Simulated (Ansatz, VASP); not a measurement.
## HfC in VASP and in Ansatz

```xyz
2
Lattice="3.2548 0.0000 0.0000 -1.6274 2.8187 0.0000 0.0000 0.0000 2.8930" Properties=species:S:1:pos:R:3 pbc="T T T"
Hf    1.6274    0.9396    1.2605
C     0.0000    1.8791   -0.0667
```

Alike in both runs: functional PBE; k mesh 6 × 6 × 4; occupations gaussian, width 0.1 eV; no spin polarisation.

Ansatz relaxed the structure, and its values are those at the end. VASP's run is a single point on that final structure, the one shown.

|  | VASP | Ansatz |
| --- | --- | --- |
| version | VASP 6.6.1 | Ansatz 0.2.0 |
| potentials or method | VASP PAW PBE potentials, release 64 (Hf_pv, C) | scalar-relativistic, plane waves, PAW |
| plane-wave cutoff (eV) | 520 | 420 |
| valence electrons in the cell | 14 | 30 |

```csv
,VASP,Ansatz,Ansatz less VASP
gap on the k mesh at the Fermi level (eV),0.23,0.27,+0.041
least direct gap on the mesh (eV),0.30,0.32,+0.026
pressure (GPa),-0.8,0.0,+0.85
rms of the force components (eV/Å),0.007,0.002,-0.0050
```

The two sets of potentials don't hold the same shells in valence.

Caveats: the k mesh is coarse (spacing up to 0.54 Å⁻¹), so the values aren't converged; spin-orbit coupling is left out, which moves the levels of the heavy elements.
